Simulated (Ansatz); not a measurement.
Set up this calculation in Ansatz 0.2.0, as the native input.

- Task: band structure
- Functional: LDA
- Potentials or basis: Ansatz PAW
- Cutoff: 420 eV (not typed: the program's choice for these potentials)
- k mesh: 10 × 10 × 3
- Occupations: fermi-dirac, width 0.05 eV
- Spin: no spin polarisation
- Path: [["G", "M", "K", "G", "A", "L", "H", "A"], ["L", "M"], ["K", "H"]]
- Points for each segment of the path: 14

MoS2:

```
Mo S
1.0
     3.16900    0.00000    0.00000
    -1.58450    2.74443    0.00000
     0.00000    0.00000   12.32400
Mo S
2 4
Cartesian
  1.5845 0.9148 9.2430
  0.0000 1.8296 3.0810
  1.5845 0.9148 4.6461
  0.0000 1.8296 10.8081
  1.5845 0.9148 1.5159
  0.0000 1.8296 7.6779
```

These files were run (other wordings do the same):

input.yaml

```yaml
crystal:
  lattice:
    - [3.169, 0.0, 0.0]
    - [-1.5845, 2.7444345046, 0.0]
    - [0.0, 0.0, 12.324]
  atoms:
    - { symbol: Mo, position: [0.6666666667, 0.3333333333, 0.75] }
    - { symbol: Mo, position: [0.3333333333, 0.6666666667, 0.25] }
    - { symbol: S, position: [0.6666666667, 0.3333333333, 0.377] }
    - { symbol: S, position: [0.3333333333, 0.6666666667, 0.877] }
    - { symbol: S, position: [0.6666666667, 0.3333333333, 0.123] }
    - { symbol: S, position: [0.3333333333, 0.6666666667, 0.623] }
hamiltonian:
  xc: lda
  pseudopotentials: { kind: paw }
kpoints:
  mp_grid: { grid: [10, 10, 3] }
  band_path:
    path:
      - [[0.0, 0.0, 0.0], [0.5, 0.0, 0.0], [0.3333333333, 0.3333333333, 0.0], [0.0, 0.0, 0.0], [0.0, 0.0, 0.5], [0.5, 0.0, 0.5], [0.3333333333, 0.3333333333, 0.5], [0.0, 0.0, 0.5]]
      - [[0.5, 0.0, 0.5], [0.5, 0.0, 0.0]]
      - [[0.3333333333, 0.3333333333, 0.0], [0.3333333333, 0.3333333333, 0.5]]
    npoints: 14
scf:
  occupations: { method: fermi_dirac, width: 0.05 }
  n_extra_bands: 15
output:
  forces: true
  stress: true
  eigenvalues: true
  fatbands: true
```

Potentials or basis: Ansatz PAW.

Command:

```console
$ ansatz run input.yaml --threads 2 --pin off --max-ram 5632MiB --backend cpu --events-out ev --progress --plain --runs-dir out
```

Results of the run:

```
Pressure                : -5.7 GPa
Largest force           : 0.481 eV/Å
Band gap on the k mesh  : 0.85 eV, indirect (least direct gap 1.86 eV)
Band gap along the path : 0.81 eV, indirect (least direct gap 1.65 eV)
```

Caveat: the PAW data sets come from PBE, with cores solved anew for the run's functional, which leaves a small shift of forces and pressure.

It took 14 s on 2 threads of Arm Neoverse V2, on a shared host, peak memory 0.5 GiB.
